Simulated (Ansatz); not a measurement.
A series in mesh points along a on C

One setting of a density functional single point varied, free energy counted from the run at the reference value, pressure positive in compression; periodic cell, basis, potentials, k mesh and filling as listed. The results are calculated, by Ansatz 0.2.0.

Structure of every row (space group P6_3/mmc, No. 194):
```
CELL_PARAMETERS angstrom
2.52210 0.00000 0.00000
-1.26110 2.18420 0.00000
0.00000 0.00000 4.11860
ATOMIC_POSITIONS crystal
C 0.33333 0.66667 0.06250
C 0.66667 0.33333 0.56250
C 0.33333 0.66667 0.43750
C 0.66667 0.33333 0.93750
```

Settings of every row: functional PBEsol; dispersion none; potentials PAW; wave cutoff 420 eV; density cutoff 1680 eV; k shift 0x0x0; occupations methfessel paxton; smearing width 0.05 eV; spin none; varied setting k mesh; reference k mesh 9x9x5; meshes run 4x4x2, 5x5x3, 6x6x4, 8x8x4, 9x9x5.

| row | mesh points along a | energy less reference (meV/atom) |
| --- | --- | --- |
| 1 | 4 | 38.67 |
| 2 | 5 | 10.69 |
| 3 | 6 | ? |
| 4 | 8 | 0.1 |
| 5 | 9 | 0 |

Question: what energy less reference should row 3 give?

Worked fit of energy less reference. Measure energy less reference from the row with the finest mesh, 0.00 meV/atom, and take the logarithm of what remains: 4 → 3.66, 5 → 2.37, 8 → -2.30. In a crystal with a gap such sums converge about exponentially, and a straight line through these is ln|rest| = 9.769 − 1.505 × n. At n = 6 the line gives ln|rest| = 0.739, a rest of 2.09 meV/atom, and so 0.00 + 2.09 = 2.09 meV/atom.

The calculation gave 2.62 meV/atom. The fit lies 0.53 meV/atom (20 % of the value, 1.4 % of the column's range) below it; its largest miss of a shown row is 3.81 meV/atom.
